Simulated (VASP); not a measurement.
# InP (F-43m) in VASP: single point with PBE

Aim: the single point of InP with PBE.

All numbers are computed with VASP 6.6.1; they aren't measurements. Logs are shortened: lines on timing, memory, paths and dates and some standing lists are left out, and cuts for length are marked.

**Measured values to compare with.**

A printed reference work, data compilation reports, for a bulk crystal of InP at 1.6 K: band gap 1.4236 eV (direct).

The runs below are set against these values where they give the same quantity.

**1. The cell of the first run**

The structure is cubic, space group F-43m (No. 216). Conventional cell: a = 5.869 Å, b = 5.869 Å, c = 5.869 Å, α = 90.00°, β = 90.00°, γ = 90.00°. In (site symmetry -43m) has 4 P at 2.54 Å within 3.4 Å. Within 3.4 Å of P (site symmetry -43m) lie 4 In at 2.54 Å.

**2. Single point, PBE**

Contents of INCAR:

```
  ALGO = Normal
  EDIFF = 1E-6
  ENCUT = 520
  GGA = PE
  ISIF = 2
  ISMEAR = 0
  LASPH = True
  LCHARG = False
  LREAL = False
  LWAVE = False
  NBANDS = 16
  NELM = 80
  PREC = Accurate
  SIGMA = 0.01
```

Contents of KPOINTS:

```
k-points
0
Gamma
  8 8 8
```

Contents of POSCAR:

```
InP
1.0
    0.0000000000      2.9343500000      2.9343500000
    2.9343500000      0.0000000000      2.9343500000
    2.9343500000      2.9343500000      0.0000000000
In P
1 1
Direct
    0.0000000000      0.0000000000      0.0000000000
    0.7500000000      0.7500000000      0.7500000000
```

Potentials or basis: VASP PAW PBE potentials, release 64 (In_d, P).

Command:

```console
$ cat potpaw_PBE.64/In_d/POTCAR potpaw_PBE.64/P/POTCAR > POTCAR
$ mpirun -np 1 vasp_std > vasp.out
```

OUTCAR:

```text
EDIFF = 1E-6
   ENCUT = 520
   GGA = PE
   ISIF = 2
   ISMEAR = 0
   LASPH = True
   LREAL = False
   NELM = 80
   PREC = Accurate

 ion  position               nearest neighbor table
   1  0.000  0.000  0.000-   2 2.54   2 2.54   2 2.54   2 2.54
   2  0.750  0.750  0.750-   1 2.54   1 2.54   1 2.54   1 2.54

  LATTYP: Found a face centered cubic cell.
 ALAT       =     5.8687000000

  Lattice vectors:

 A1 = (   0.0000000000,   2.9343500000,   2.9343500000)
 A2 = (   2.9343500000,   0.0000000000,   2.9343500000)
 A3 = (   2.9343500000,   2.9343500000,   0.0000000000)

Analysis of symmetry for initial positions (statically):
=====================================================================
 Subroutine PRICEL returns:
 Original cell was already a primitive cell.

 Routine SETGRP: Setting up the symmetry group for a
 face centered cubic supercell.

 Subroutine GETGRP returns: Found 24 space group operations
 (whereof 24 operations were pure point group operations)
 out of a pool of 48 trial point group operations.

The static configuration has the point symmetry T_d .

Analysis of symmetry for dynamics (positions and initial velocities):
=====================================================================
 Subroutine PRICEL returns:
 Original cell was already a primitive cell.

 Routine SETGRP: Setting up the symmetry group for a
 face centered cubic supercell.

 Subroutine GETGRP returns: Found 24 space group operations
 (whereof 24 operations were pure point group operations)
 out of a pool of 48 trial point group operations.

The dynamic configuration has the point symmetry T_d .

 Subroutine INISYM returns: Found 24 space group operations
 (whereof 24 operations are pure point group operations),
 and found     1 'primitive' translations

----------------------------------------------------------------------------------------

                                     Primitive cell

  volume of cell :      50.5319

  direct lattice vectors                    reciprocal lattice vectors
     0.000000000  2.934350000  2.934350000    -0.170395488  0.170395488  0.170395488
     2.934350000  0.000000000  2.934350000     0.170395488 -0.170395488  0.170395488
     2.934350000  2.934350000  0.000000000     0.170395488  0.170395488 -0.170395488

  length of vectors
     4.149797567  4.149797567  4.149797567     0.295133642  0.295133642  0.295133642

  position of ions in fractional coordinates (direct lattice)
     0.000000000  0.000000000  0.000000000
     0.750000000  0.750000000  0.750000000

  ion indices of the primitive-cell ions
   primitive index   ion index
                 1           1
                 2           2

----------------------------------------------------------------------------------------

 KPOINTS: k-points

Automatic generation of k-mesh.
 Grid dimensions read from file:
 generate k-points for:    8    8    8

 Generating k-lattice:

  Cartesian coordinates                     Fractional coordinates (reciprocal lattice)
    -0.021299436  0.021299436  0.021299436     0.125000000  0.000000000  0.000000000
     0.021299436 -0.021299436  0.021299436     0.000000000  0.125000000  0.000000000
     0.021299436  0.021299436 -0.021299436     0.000000000  0.000000000  0.125000000

  Length of vectors
     0.036891705  0.036891705  0.036891705

  Shift w.r.t. Gamma in fractional coordinates (k-lattice)
     0.000000000  0.000000000  0.000000000

 Subroutine IBZKPT returns following result:
 ===========================================

 Found     29 irreducible k-points:

 Following reciprocal coordinates:
            Coordinates               Weight
  0.000000  0.000000  0.000000      1.000000
  0.125000  0.000000  0.000000      8.000000
  0.250000  0.000000  0.000000      8.000000
  0.375000  0.000000  0.000000      8.000000
  0.500000  0.000000  0.000000      4.000000
  0.125000  0.125000  0.000000      6.000000
[... 16 lines left out ...]
  0.500000  0.250000  0.125000     48.000000
 -0.375000  0.250000  0.125000     24.000000
 [... further k-points ...]
   k-points           NKPTS =     29   k-points in BZ     NKDIM =     29   number of bands    NBANDS=     16
   number of dos      NEDOS =    301   number of ions     NIONS =      2
   total plane-waves  NPLWV =  32768
   dimension x,y,z NGX =    32 NGY =   32 NGZ =   32
   dimension x,y,z NGXF=    64 NGYF=   64 NGZF=   64
   ions per type =               1   1
   NGX,Y,Z   is equivalent  to a cutoff of  12.82, 12.82, 12.82 a.u.
   NGXF,Y,Z  is equivalent  to a cutoff of  25.64, 25.64, 25.64 a.u.
 SYSTEM =  unknown system
   PREC   = accura    normal or accurate (medium, high low for compatibility)
   ISTART =      0    job   : 0-new  1-cont  2-samecut
   ICHARG =      2    charge: 1-file 2-atom 10-const
   ISPIN  =      1    spin polarized calculation?
   LNONCOLLINEAR =      F non collinear calculations
   LSORBIT =      F    spin-orbit coupling
   LASPH  =      T    aspherical Exc in radial PAW
   ENCUT  =  520.0 eV  38.22 Ry    6.18 a.u.   7.72  7.72  7.72*2*pi/ulx,y,z
   NELM   =     80;   NELMIN=  2; NELMDL= -5     # of ELM steps
   EDIFF  = 0.1E-05   stopping-criterion for ELM
   LREAL  =      F    real-space projection
   EDIFFG = 0.1E-04   stopping-criterion for IOM
   NSW    =      0    number of steps for IOM
   IBRION =     -1    ionic relax: 0-MD 1-quasi-New 2-CG
   NFREE  =      0    steps in history (QN), initial steepest desc. (CG)
   ISIF   =      2    stress and relaxation
   ISYM   =      2    0-nonsym 1-usesym 2-fastsym
   POTIM  = 0.5000    time-step for ionic-motion
   TEBEG  =    0.0;   TEEND  =   0.0 temperature during run
   PSTRESS=    0.0 pullay stress
   NELECT =      18.0000    total number of electrons
   NUPDOWN=      -1.0000    fix difference up-down
   EMIN   =  10.00;   EMAX   =-10.00  energy-range for DOS
   EFERMI =   0.00;   METHOD = LEGACY
   ISMEAR =     0;   SIGMA  =   0.01  broadening in eV -4-tet -1-fermi 0-gaus
   EFERMI_NEDOS =   21; number of points for ismear=-14 and -15
   IALGO  =     38    algorithm
   IMIX   =      4    mixing-type and parameters
     AMIX     =   0.40;   BMIX     =  1.00
     AMIX_MAG =   1.60;   BMIX_MAG =  1.00
  volume/ion in A,a.u.               =      25.27       170.50
  Fermi-wavevector in a.u.,A,eV,Ry     =   1.160496  2.193020 18.323668  1.346752
  Thomas-Fermi vector in A             =   2.297078
   LORBIT       =      0    0 simple, 1 ext, 2 COOP (PROOUT), +10 PAW based schemes
   GGA     = PE    functional components
   LHFCALC =     F    Hartree Fock is set to
   AEXX    =    0.0000 exact exchange contribution
   IVDW    =     0    specifies the selected vdW correction
   LEPSILON=     F    determine dielectric tensor
   LRPA    =     F    only Hartree local field effects (RPA)
 non-spin polarized calculation
 Gauss-broadening in eV      SIGMA  =   0.01
  energy-cutoff  :      520.00
  volume of cell :       50.53
 maximum number of plane-waves:      1380
   NGX = 15   NGY = 15   NGZ = 15

 number of electron      18.0000006 magnetization

 Free energy of the ion-electron system (eV)
  ---------------------------------------------------
  ext. energy  EPLUGINS =         0.00000000
  ---------------------------------------------------
  free energy    TOTEN  =        -8.38473336 eV

  energy without entropy =       -8.38473336  energy(sigma->0) =       -8.38473336

 E-fermi :   5.2290     XC(G=0):  -9.2656

 val. band max:        5.1458014595   @ k =   0.0000   0.0000   0.0000
 cond. band min:       5.8363103625   @ k =   0.0000   0.0000   0.0000
 fundamental gap:      0.6905089030
 Fermi energy:         5.2289787432

 k-point     1 :       0.0000    0.0000    0.0000
  band No.  band energies     occupation
      1      -9.0323      2.00000
      2      -9.0323      2.00000
      3      -9.0323      2.00000
      4      -8.8822      2.00000
      5      -8.8822      2.00000
      6      -6.3445      2.00000
[... 8 lines left out ...]
     15      14.5891      0.00000
     16      14.5891      0.00000

 k-point     2 :       0.1250    0.0000    0.0000
  band No.  band energies     occupation
      1      -9.0509      2.00000
      2      -9.0249      2.00000
      3      -9.0249      2.00000
      4      -8.8821      2.00000
      5      -8.8821      2.00000
      6      -6.1671      2.00000
[... 8 lines left out ...]
     15      13.9538      0.00000
     16      14.4848      0.00000

 k-point     3 :       0.2500    0.0000    0.0000
  band No.  band energies     occupation
      1      -9.0936      2.00000
      2      -9.0093      2.00000
      3      -9.0093      2.00000
      4      -8.8796      2.00000
      5      -8.8796      2.00000
      6      -5.6718      2.00000
[... 8 lines left out ...]
     15      13.7315      0.00000
     16      14.2779      0.00000

 k-point     4 :       0.3750    0.0000    0.0000
  band No.  band energies     occupation
      1      -9.1337      2.00000
      2      -8.9975      2.00000
      3      -8.9975      2.00000
      4      -8.8729      2.00000
      5      -8.8729      2.00000
      6      -5.0097      2.00000
[... 8 lines left out ...]
     15      14.6582      0.00000
     16      14.6582      0.00000

 k-point     5 :       0.5000    0.0000    0.0000
  band No.  band energies     occupation
      1      -9.1496      2.00000
      2      -8.9939      2.00000
      3      -8.9939      2.00000
      4      -8.8688      2.00000
      5      -8.8688      2.00000
      6      -4.6331      2.00000
[... 8 lines left out ...]
     15      15.7801      0.00000
     16      15.7801      0.00000

 k-point     6 :       0.1250    0.1250    0.0000
  band No.  band energies     occupation
      1      -9.0647      2.00000
      2      -9.0178      2.00000
      3      -9.0178      2.00000
      4      -8.8882      2.00000
      5      -8.8772      2.00000
      6      -6.1086      2.00000
[... 8 lines left out ...]
     15      14.7302      0.00000
     16      14.9000      0.00000

 k-point     7 :       0.2500    0.1250    0.0000
  band No.  band energies     occupation
      1      -9.0993      2.00000
      2      -9.0043      2.00000
      3      -9.0012      2.00000
      4      -8.8923      2.00000
      5      -8.8721      2.00000
      6      -5.7190      2.00000
[... 8 lines left out ...]
     15      14.6114      0.00000
     16      15.5427      0.00000

 k-point     8 :       0.3750    0.1250    0.0000
  band No.  band energies     occupation
      1      -9.1342      2.00000
      2      -8.9941      2.00000
      3      -8.9877      2.00000
      4      -8.8889      2.00000
      5      -8.8670      2.00000
      6      -5.0979      2.00000
[... 8 lines left out ...]
     15      15.1519      0.00000
     16      15.2127      0.00000

 k-point     9 :       0.5000    0.1250    0.0000
  band No.  band energies     occupation
      1      -9.1533      2.00000
      2      -8.9900      2.00000
      3      -8.9833      2.00000
      4      -8.8792      2.00000
      5      -8.8670      2.00000
      6      -4.5669      2.00000
[... 8 lines left out ...]
     15      15.7710      0.00000
     16      15.8078      0.00000
[... 172 lines left out ...]
 k-point    19 :       0.5000    0.3750    0.0000
  band No.  band energies     occupation
      1      -9.2018      2.00000
      2      -8.9442      2.00000
      3      -8.9370      2.00000
      4      -8.9221      2.00000
      5      -8.8524      2.00000
      6      -4.1196      2.00000
[... 8 lines left out ...]
     15      16.0270      0.00000
     16      17.1218      0.00000

 k-point    20 :      -0.3750    0.3750    0.0000
  band No.  band energies     occupation
      1      -9.1878      2.00000
      2      -8.9600      2.00000
      3      -8.9435      2.00000
      4      -8.9084      2.00000
      5      -8.8621      2.00000
      6      -3.9954      2.00000
[... 8 lines left out ...]
     15      15.0318      0.00000
     16      18.0104      0.00000

 k-point    21 :       0.5000    0.5000    0.0000
  band No.  band energies     occupation
      1      -9.2153      2.00000
      2      -8.9326      2.00000
      3      -8.9291      2.00000
      4      -8.9291      2.00000
      5      -8.8475      2.00000
      6      -3.9838      2.00000
[... 8 lines left out ...]
     15      15.9080      0.00000
     16      16.9497      0.00000

 k-point    22 :       0.3750    0.2500    0.1250
  band No.  band energies     occupation
      1      -9.1313      2.00000
      2      -8.9902      2.00000
      3      -8.9839      2.00000
      4      -8.8972      2.00000
      5      -8.8672      2.00000
      6      -5.2606      2.00000
[... 8 lines left out ...]
     15      15.3257      0.00000
     16      16.7868      0.00000

 k-point    23 :       0.5000    0.2500    0.1250
  band No.  band energies     occupation
      1      -9.1548      2.00000
      2      -8.9849      2.00000
      3      -8.9696      2.00000
      4      -8.8934      2.00000
      5      -8.8669      2.00000
      6      -4.6546      2.00000
[... 8 lines left out ...]
     15      15.9845      0.00000
     16      16.5365      0.00000

 k-point    24 :      -0.3750    0.2500    0.1250
  band No.  band energies     occupation
      1      -9.1634      2.00000
      2      -8.9843      2.00000
      3      -8.9646      2.00000
      4      -8.8875      2.00000
      5      -8.8693      2.00000
      6      -4.3180      2.00000
[... 8 lines left out ...]
     15      15.8449      0.00000
     16      16.4618      0.00000

 [... further k-points ...]
[... 5 lines left out ...]
  --------------------------------------------------------------------------------------
  -------------------------------------------------------------------------------------
  Total        0.9411176      0.9411176      0.9411176      0.0000000      0.0000000     -0.0000000
  in kB       29.8393078     29.8393078     29.8393078      0.0000000      0.0000000     -0.0000000
  external PRESSURE =      29.8393078 kB  Pullay stress =       0.0000000 kB

 VOLUME and BASIS-vectors are now :
 -----------------------------------------------------------------------------
  energy-cutoff  :      520.00
  volume of cell :       50.53
      direct lattice vectors                 reciprocal lattice vectors
     0.000000000  2.934350000  2.934350000    -0.170395488  0.170395488  0.170395488
     2.934350000  0.000000000  2.934350000     0.170395488 -0.170395488  0.170395488
     2.934350000  2.934350000  0.000000000     0.170395488  0.170395488 -0.170395488

 POSITION                                       TOTAL-FORCE (eV/Angst)
 -----------------------------------------------------------------------------------
      0.00000      0.00000      0.00000         0.000000      0.000000     -0.000000
      4.40152      4.40152      4.40152        -0.000000     -0.000000      0.000000
 -----------------------------------------------------------------------------------
    total drift:                                0.000000      0.000000      0.000000

  FREE ENERGIE OF THE ION-ELECTRON SYSTEM (eV)
  ---------------------------------------------------
  free  energy   TOTEN  =        -8.3847333590 eV

  energy  without entropy=       -8.3847333590  energy(sigma->0) =       -8.38473336
```

Run time: 30 s. Hardware: 1 thread of Intel Xeon 8259CL, shared host; peak memory 0.18 GiB.

What came out:

| Item | Value |
| --- | --- |
| Free energy | -8.3847 eV |
| Pressure | 3.0 GPa |
| Band gap on the k mesh | 0.69 eV, direct |

Caveat: spin-orbit coupling is left out, which moves the levels of the heavy elements.

**3. Against experiment**

Step 2. Against the measured gap of InP, 1.4236 eV (direct; 1.6 K; a printed reference work, data compilation), the calculated 0.69 eV is off by -0.73 eV. Spin-orbit coupling on In is left out. The value is that of PBE, without temperature or zero-point motion. Semilocal functionals fall short of measured gaps as a rule.
